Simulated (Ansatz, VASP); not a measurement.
MgO: VASP beside Ansatz

```
Mg O
1.0
     2.93802    0.00000    0.00000
    -1.46901    2.54440    0.00000
     0.00000    0.00000    2.71988
Mg O
1 1
Direct
  0.00000 0.00000 0.00000
  0.33333 0.66667 0.50000
```

Change from the starting cell: strain +0.000 along x and y, +0.015 along z, atoms carried along.

Alike in both runs: task single point; functional PBE; k mesh 9 × 9 × 8; occupations gaussian, width 0.05 eV; no spin polarisation.

```csv
,VASP,Ansatz
version,VASP 6.6.1,Ansatz 0.2.0
potentials or method,"VASP PAW PBE potentials, release 64 (Mg, O)","scalar-relativistic, plane waves, PAW"
plane-wave cutoff (eV),520,420
valence electrons in the cell,8,16
```

```tsv
	VASP	Ansatz	Ansatz less VASP
gap on the k mesh at the Fermi level (eV)	2.90	2.92	+0.023
least direct gap on the mesh (eV)	3.37	3.39	+0.020
pressure (GPa)	-2.9	-2.3	+0.63
largest component of the traceless stress (GPa)	5.51	5.40	-0.105
```

The functional is the same, so the differences come from potentials, cutoffs and numerics. The two sets of potentials don't hold the same shells in valence.

Caveats: an odd mesh through Γ misses points on the zone boundary, where band edges often lie.
